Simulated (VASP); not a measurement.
The system is BAs.

```
B As
1.0
    -2.14162    2.14162    3.57220
     2.14162   -2.14162    3.57220
     2.14162    2.14162   -3.57220
B As
2 2
Cartesian
  0.0000 2.1416 1.7861
  2.1416 0.0000 1.7861
  0.0000 0.0000 4.9464
  0.0000 0.0000 2.1979
```

The cell was built by a generator and needn't be a form met in nature.

```yaml
Program: VASP 6.6.1
Task: relaxation of cell and atoms
Functional: PBE
Potentials_or_basis: VASP PAW PBE potentials, release 64 (B, As)
Cutoff: 600 eV
k_mesh: 9 × 9 × 9
Occupations: gaussian, width 0.05 eV
Spin: no spin polarisation
```

At the start: pressure -0.3 GPa; volume 16.38 Å³/atom.

**Question.** How do energy, volume and symmetry change on relaxing?

**Answer.** Over 54 steps the energy falls by 450.8 meV/atom and the volume is 18.19 Å³/atom (+11.1 %); space group I4/mmm (No. 139, to 0.05 Å).

The path:
```csv
step,energy change (eV),largest force (eV/Å),pressure (GPa),volume (Å³)
1,0.0000,0.6965,-0.30,65.54
3,-0.3074,1.0129,3.34,64.26
5,-0.5251,0.1400,6.40,62.83
7,-0.5631,0.3905,6.43,62.87
9,-0.6321,0.7564,3.80,64.46
11,-0.7057,0.3592,-1.17,69.25
13,-0.7134,0.1783,-0.14,67.98
15,-0.7211,0.1390,-0.05,68.03
17,-0.7387,0.2531,0.45,68.20
19,-0.7551,0.1073,0.52,68.97
21,-0.8394,0.5064,1.51,71.86
23,-1.6447,0.1782,2.72,75.03
25,-1.7349,0.9781,2.39,75.32
27,-1.7334,0.5664,1.77,75.73
29,-1.7375,0.6666,1.91,75.60
31,-1.7596,0.5441,0.76,76.10
33,-1.7748,0.3166,-0.78,76.60
35,-1.7834,0.3336,-1.67,75.27
37,-1.7903,0.0824,-1.00,75.15
39,-1.7966,0.0520,0.41,73.32
41,-1.8022,0.1083,0.30,72.99
43,-1.8029,0.0086,-0.22,73.07
45,-1.8030,0.0095,-0.07,72.96
47,-1.8030,0.0016,-0.03,72.88
49,-1.8030,0.0157,0.04,72.81
51,-1.8030,0.0089,0.02,72.78
53,-1.8030,0.0062,0.01,72.77
54,-1.8030,0.0007,0.00,72.78
```

Final structure:
```cif
data_structure
_symmetry_space_group_name_H-M 'P 1'
_symmetry_Int_Tables_number 1
_cell_length_a 6.9726
_cell_length_b 6.9726
_cell_length_c 6.9726
_cell_angle_alpha 152.369
_cell_angle_beta 152.369
_cell_angle_gamma 39.475
_cell_volume 72.78
loop_
_atom_site_label
_atom_site_type_symbol
_atom_site_fract_x
_atom_site_fract_y
_atom_site_fract_z
_atom_site_occupancy
B1 B 0.75000 0.25000 0.50000 1
B2 B 0.25000 0.75000 0.50000 1
As1 As 0.64399 0.64399 0.00000 1
As2 As 0.35601 0.35601 0.00000 1
```
